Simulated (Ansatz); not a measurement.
A crystal relaxed with r2SCAN in Ansatz 0.2.0 has space group P6_3/mmc (No. 194) and a = 2.491 Å, c = 4.001 Å.

| atom | site | x | y | z |
| --- | --- | --- | --- | --- |
| B | 2a | 0.0000 | 0.0000 | 0.0000 |
| Xx | 2c | 0.3333 | 0.6667 | 0.2500 |

The r2SCAN gap is indirect, 1.82 eV (Γ–M (0.36 of the way from Γ) to K), below the direct gap of 5.67 eV at k = (1/4, 1/4, 1/6). HSE06 gives an indirect gap of 2.60 eV, from Γ–M (0.36 of the way from Γ) to K; the least direct gap is 6.56 eV at k = (1/4, 1/4, 1/6). With PBE the valence top lies at Γ–M (0.33 of the way from Γ) and the conduction bottom at K, 1.58 eV higher; the smallest vertical gap, at k = (1/4, 1/4, 1/6), is 5.23 eV. Meshes: r2SCAN 12×12×6, HSE06 9×9×4, PBE 12×12×6. r2SCAN's ε∞ is 7.6 along x and y, 8.5 along z.

Q: Which element is Xx?
A. As
B. Bi
C. N
D. Sb

A: C. Xx is N: BN, NiAs type. B is surrounded by 6 N at 1.75 Å; N is surrounded by 6 B at 1.75 Å.

These are computed values for a spin-unpolarised cell that may be hypothetical; none is a measurement.

Where an edge lies off the special points, it is a point of the mesh or the k point where a search put PBE's edge or least direct gap, reused for the other functionals, whose own edges may lie a little apart.

Coordinates of k points refer to the reciprocal vectors of the primitive cell of the runs.

The meshes of the hybrids are coarse, so their gaps aren't converged to the digits shown.
